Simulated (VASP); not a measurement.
# HgTe (I4mm) in VASP: further runs

One crystal, HgTe, is run at these levels: PBEsol; tasks: single point.

Everything below comes from runs of VASP 6.6.1. Logs are shortened: lines on timing, memory, paths and dates and some standing lists are left out, and cuts for length are marked.

## Step 1: The cell of the first run

It takes space group I4mm (No. 107, tetragonal). Conventional cell: a = 4.352 Å, b = 4.352 Å, c = 6.154 Å, α = 90.00°, β = 90.00°, γ = 90.00°. Hg (site symmetry 4mm) has 6 Te at 3.03 to 3.13 Å as nearest neighbours. Around Te (site symmetry 4mm) lie 6 Hg at 3.03 to 3.13 Å.

Measurements of this composition are mostly on another form, of space group No. 216.

## Step 2: Single point, PBEsol

INCAR

```
SYSTEM = HgTe
PREC = Accurate
ENCUT = 520
EDIFF = 1E-6
ISMEAR = 0
SIGMA = 0.15
LREAL = .FALSE.
LASPH = .TRUE.
NELM = 100
ALGO = Fast
ISIF = 2
LWAVE = .FALSE.
LCHARG = .TRUE.
GGA = PS
LELF = .TRUE.
LVHAR = .TRUE.
NBANDS = 16
```

KPOINTS

```
regular mesh
0
G
  14 14 14
  0 0 0
```

POSCAR

```
HgTe
1.0
    0.0000000000      3.0771170000      3.0771170000
    3.0771170000      0.0000000000      3.0771170000
    3.0771170000      3.0771170000      0.0000000000
Hg Te
1 1
Direct
    0.0000000000      0.0000000000      0.0000000000
    0.5081244880      0.5081244880      0.4918755120
```

Potentials or basis: VASP PAW PBE potentials, release 64 (Hg, Te).

Launch:

```
$ cat potpaw_PBE.64/Hg/POTCAR potpaw_PBE.64/Te/POTCAR > POTCAR
$ mpirun -np 1 vasp_std > vasp.out
```

OUTCAR:

```text
SYSTEM = HgTe
   PREC = Accurate
   ENCUT = 520
   EDIFF = 1E-6
   ISMEAR = 0
   LREAL = .FALSE.
   LASPH = .TRUE.
   NELM = 100
   ISIF = 2
   GGA = PS

 ion  position               nearest neighbor table
   1  0.000  0.000  0.000-   2 3.03   2 3.08   2 3.08   2 3.08   2 3.08   2 3.13
   2  0.508  0.508  0.492-   1 3.03   1 3.08   1 3.08   1 3.08   1 3.08   1 3.13

  LATTYP: Found a face centered cubic cell.
 ALAT       =     6.1542340000

  Lattice vectors:

 A1 = (   0.0000000000,   3.0771170000,   3.0771170000)
 A2 = (   3.0771170000,   0.0000000000,   3.0771170000)
 A3 = (   3.0771170000,   3.0771170000,   0.0000000000)

Analysis of symmetry for initial positions (statically):
=====================================================================
 Subroutine PRICEL returns:
 Original cell was already a primitive cell.

 Routine SETGRP: Setting up the symmetry group for a
 face centered cubic supercell.

 Subroutine GETGRP returns: Found  8 space group operations
 (whereof  8 operations were pure point group operations)
 out of a pool of 48 trial point group operations.

The static configuration has the point symmetry C_4v.

Analysis of symmetry for dynamics (positions and initial velocities):
=====================================================================
 Subroutine PRICEL returns:
 Original cell was already a primitive cell.

 Routine SETGRP: Setting up the symmetry group for a
 face centered cubic supercell.

 Subroutine GETGRP returns: Found  8 space group operations
 (whereof  8 operations were pure point group operations)
 out of a pool of 48 trial point group operations.

The dynamic configuration has the point symmetry C_4v.

 Subroutine INISYM returns: Found  8 space group operations
 (whereof  8 operations are pure point group operations),
 and found     1 'primitive' translations

----------------------------------------------------------------------------------------

                                     Primitive cell

  volume of cell :      58.2723

  direct lattice vectors                    reciprocal lattice vectors
     0.000000000  3.077117000  3.077117000    -0.162489759  0.162489759  0.162489759
     3.077117000  0.000000000  3.077117000     0.162489759 -0.162489759  0.162489759
     3.077117000  3.077117000  0.000000000     0.162489759  0.162489759 -0.162489759

  length of vectors
     4.351700594  4.351700594  4.351700594     0.281440518  0.281440518  0.281440518

  position of ions in fractional coordinates (direct lattice)
     0.000000000  0.000000000  0.000000000
     0.508124488  0.508124488  0.491875512

  ion indices of the primitive-cell ions
   primitive index   ion index
                 1           1
                 2           2

----------------------------------------------------------------------------------------

 KPOINTS: regular mesh

Automatic generation of k-mesh.
 Grid dimensions read from file:
 generate k-points for:   14   14   14

 Generating k-lattice:

  Cartesian coordinates                     Fractional coordinates (reciprocal lattice)
    -0.011606411  0.011606411  0.011606411     0.071428571  0.000000000  0.000000000
     0.011606411 -0.011606411  0.011606411     0.000000000  0.071428571  0.000000000
     0.011606411  0.011606411 -0.011606411     0.000000000  0.000000000  0.071428571

  Length of vectors
     0.020102894  0.020102894  0.020102894

  Shift w.r.t. Gamma in fractional coordinates (k-lattice)
     0.000000000  0.000000000  0.000000000

 Subroutine IBZKPT returns following result:
 ===========================================

 Found    244 irreducible k-points:

 Following reciprocal coordinates:
            Coordinates               Weight
  0.000000  0.000000  0.000000      1.000000
  0.071429  0.000000  0.000000      8.000000
  0.142857  0.000000  0.000000      8.000000
  0.214286  0.000000  0.000000      8.000000
  0.285714  0.000000  0.000000      8.000000
  0.357143  0.000000  0.000000      8.000000
[... 16 lines left out ...]
 -0.428571  0.071429  0.000000      8.000000
  0.000000 -0.428571  0.071429     16.000000
 [... further k-points ...]
   k-points           NKPTS =    244   k-points in BZ     NKDIM =    244   number of bands    NBANDS=     16
   number of dos      NEDOS =    301   number of ions     NIONS =      2
   total plane-waves  NPLWV =  32768
   dimension x,y,z NGX =    32 NGY =   32 NGZ =   32
   dimension x,y,z NGXF=    64 NGYF=   64 NGZF=   64
   ions per type =               1   1
   NGX,Y,Z   is equivalent  to a cutoff of  12.22, 12.22, 12.22 a.u.
   NGXF,Y,Z  is equivalent  to a cutoff of  24.45, 24.45, 24.45 a.u.
 SYSTEM =  HgTe
   PREC   = accura    normal or accurate (medium, high low for compatibility)
   ISTART =      0    job   : 0-new  1-cont  2-samecut
   ICHARG =      2    charge: 1-file 2-atom 10-const
   ISPIN  =      1    spin polarized calculation?
   LNONCOLLINEAR =      F non collinear calculations
   LSORBIT =      F    spin-orbit coupling
   LASPH  =      T    aspherical Exc in radial PAW
   ENCUT  =  520.0 eV  38.22 Ry    6.18 a.u.   8.09  8.09  8.09*2*pi/ulx,y,z
   NELM   =    100;   NELMIN=  2; NELMDL= -5     # of ELM steps
   EDIFF  = 0.1E-05   stopping-criterion for ELM
   LREAL  =      F    real-space projection
   EDIFFG = 0.1E-04   stopping-criterion for IOM
   NSW    =      0    number of steps for IOM
   IBRION =     -1    ionic relax: 0-MD 1-quasi-New 2-CG
   NFREE  =      0    steps in history (QN), initial steepest desc. (CG)
   ISIF   =      2    stress and relaxation
   ISYM   =      2    0-nonsym 1-usesym 2-fastsym
   POTIM  = 0.5000    time-step for ionic-motion
   TEBEG  =    0.0;   TEEND  =   0.0 temperature during run
   PSTRESS=    0.0 pullay stress
   NELECT =      18.0000    total number of electrons
   NUPDOWN=      -1.0000    fix difference up-down
   EMIN   =  10.00;   EMAX   =-10.00  energy-range for DOS
   EFERMI =   0.00;   METHOD = LEGACY
   ISMEAR =     0;   SIGMA  =   0.15  broadening in eV -4-tet -1-fermi 0-gaus
   EFERMI_NEDOS =   21; number of points for ismear=-14 and -15
   IALGO  =     68    algorithm
   IMIX   =      4    mixing-type and parameters
     AMIX     =   0.40;   BMIX     =  1.00
     AMIX_MAG =   1.60;   BMIX_MAG =  1.00
  volume/ion in A,a.u.               =      29.14       196.62
  Fermi-wavevector in a.u.,A,eV,Ry     =   1.106653  2.091272 16.662809  1.224682
  Thomas-Fermi vector in A             =   2.243157
   LORBIT       =      0    0 simple, 1 ext, 2 COOP (PROOUT), +10 PAW based schemes
   GGA     = PS    functional components
   LHFCALC =     F    Hartree Fock is set to
   AEXX    =    0.0000 exact exchange contribution
   IVDW    =     0    specifies the selected vdW correction
   LEPSILON=     F    determine dielectric tensor
   LRPA    =     F    only Hartree local field effects (RPA)
 non-spin polarized calculation
 RMM-DIIS sequential band-by-band and
 Gauss-broadening in eV      SIGMA  =   0.15
  energy-cutoff  :      520.00
  volume of cell :       58.27
 maximum number of plane-waves:      1588
   NGX = 17   NGY = 17   NGZ = 17

 number of electron      18.0000000 magnetization

 Free energy of the ion-electron system (eV)
  ---------------------------------------------------
  ext. energy  EPLUGINS =         0.00000000
  ---------------------------------------------------
  free energy    TOTEN  =        -4.16664894 eV

  energy without entropy =       -4.15228888  energy(sigma->0) =       -4.15946891

 E-fermi :   3.9306     XC(G=0):  -9.9178

 val. band max:        3.9173242277   @ k =   0.1429   0.0714   0.4286
 cond. band min:       3.9325695350   @ k =   0.0000  -0.2143   0.0714
 fundamental gap:      0.0152453073
 Fermi energy:         3.9306432590

 k-point     1 :       0.0000    0.0000    0.0000
  band No.  band energies     occupation
      1      -7.9373      2.00000
      2      -2.6397      2.00000
      3      -2.6344      2.00000
      4      -2.5776      2.00000
      5      -2.5776      2.00000
      6      -2.5753      2.00000
[... 8 lines left out ...]
     15      11.7004      0.00000
     16      11.7004      0.00000

 k-point     2 :       0.0714    0.0000    0.0000
  band No.  band energies     occupation
      1      -7.8949      2.00000
      2      -2.6552      2.00000
      3      -2.6498      2.00000
      4      -2.5820      2.00000
      5      -2.5719      2.00000
      6      -2.5703      2.00000
[... 8 lines left out ...]
     15      11.7995      0.00000
     16      11.8074      0.00000

 k-point     3 :       0.1429    0.0000    0.0000
  band No.  band energies     occupation
      1      -7.7706      2.00000
      2      -2.7010      2.00000
      3      -2.6957      2.00000
      4      -2.5991      2.00000
      5      -2.5518      2.00000
      6      -2.5507      2.00000
[... 8 lines left out ...]
     15      12.0493      0.00000
     16      12.0511      0.00000

 k-point     4 :       0.2143    0.0000    0.0000
  band No.  band energies     occupation
      1      -7.5753      2.00000
      2      -2.7676      2.00000
      3      -2.7623      2.00000
      4      -2.6357      2.00000
      5      -2.5201      2.00000
      6      -2.5193      2.00000
[... 8 lines left out ...]
     15      12.4549      0.00000
     16      12.4568      0.00000
[... 324 lines left out ...]
 k-point    22 :       0.0000    0.5000    0.0714
  band No.  band energies     occupation
      1      -6.7976      2.00000
      2      -2.9917      2.00000
      3      -2.9406      2.00000
      4      -2.9168      2.00000
      5      -2.4216      2.00000
      6      -2.4159      2.00000
[... 8 lines left out ...]
     15      14.8278      0.00000
     16      15.0801      0.00000

 k-point    23 :      -0.4286    0.0714    0.0000
  band No.  band energies     occupation
      1      -6.8230      2.00000
      2      -2.9911      2.00000
      3      -2.9465      2.00000
      4      -2.8863      2.00000
      5      -2.4254      2.00000
      6      -2.4174      2.00000
[... 8 lines left out ...]
     15      14.2448      0.00000
     16      15.1897      0.00000

 k-point    24 :       0.0000   -0.4286    0.0714
  band No.  band energies     occupation
      1      -6.8229      2.00000
      2      -2.9921      2.00000
      3      -2.9487      2.00000
      4      -2.8839      2.00000
      5      -2.4249      2.00000
      6      -2.4177      2.00000
[... 8 lines left out ...]
     15      14.2434      0.00000
     16      15.1883      0.00000

 [... further k-points ...]

------------------------ aborting loop because EDIFF is reached ----------------------------------------

  FORCE on cell =-STRESS in cart. coord.  units (eV):
  Direction    XX          YY          ZZ          XY          YZ          ZX
  --------------------------------------------------------------------------------------
  -------------------------------------------------------------------------------------
  Total       -1.2459036     -1.2459036     -1.2009107      0.0000000      0.0000000      0.0000000
  in kB      -34.2557113    -34.2557113    -33.0186477      0.0000000      0.0000000      0.0000000
  external PRESSURE =     -33.8433568 kB  Pullay stress =       0.0000000 kB

 VOLUME and BASIS-vectors are now :
 -----------------------------------------------------------------------------
  energy-cutoff  :      520.00
  volume of cell :       58.27
      direct lattice vectors                 reciprocal lattice vectors
     0.000000000  3.077117000  3.077117000    -0.162489759  0.162489759  0.162489759
     3.077117000  0.000000000  3.077117000     0.162489759 -0.162489759  0.162489759
     3.077117000  3.077117000  0.000000000     0.162489759  0.162489759 -0.162489759

 POSITION                                       TOTAL-FORCE (eV/Angst)
 -----------------------------------------------------------------------------------
      0.00000      0.00000      0.00000         0.000000      0.000000      0.068815
      3.07712      3.07712      3.12712         0.000000      0.000000     -0.068815
 -----------------------------------------------------------------------------------
    total drift:                                0.000000      0.000000      0.000098

  FREE ENERGIE OF THE ION-ELECTRON SYSTEM (eV)
  ---------------------------------------------------
  free  energy   TOTEN  =        -4.1666489415 eV

  energy  without entropy=       -4.1522888836  energy(sigma->0) =       -4.15946891
```

Wall time 52 s (1 thread of Intel Xeon 6975P-C (Granite Rapids), shared host); peak memory 0.36 GiB.

Results:

```
Free energy            : -4.1666 eV
Pressure               : -3.4 GPa
Largest force          : 0.069 eV/Å
Band gap on the k mesh : none (metal or under the smearing width)
```

Forces on the atoms (eV/Å):
```
Hg   0.000  0.000  0.069
Te   0.000  0.000 -0.069
```

Stress tensor (GPa, compression positive):
```
-3.43  0.00  0.00
 0.00 -3.43  0.00
 0.00  0.00 -3.30
```

Levels at points of the mesh, in eV from the Fermi level:
| k point | band 7 | band 8 | band 9 | band 10 | band 11 | band 12 |
| --- | --- | --- | --- | --- | --- | --- |
| (0.00, 0.00, 0.00) | -1.12 | -0.65 | -0.65 | -0.64 | 7.49 | 7.49 |
| (0.50, 0.00, 0.00) | -5.39 | 0.26 | 0.26 | 2.58 | 3.54 | 3.96 |
| (0.50, 0.50, 0.00) | -4.13 | -2.72 | -2.16 | -2.16 | 4.81 | 8.98 |
| (0.00, 0.50, 0.50) | -4.11 | -2.75 | -2.16 | -2.15 | 4.80 | 8.98 |

Caveat: the PAW data sets were made with another functional, which shifts forces and pressure a little.

[end of part 1 of 2]
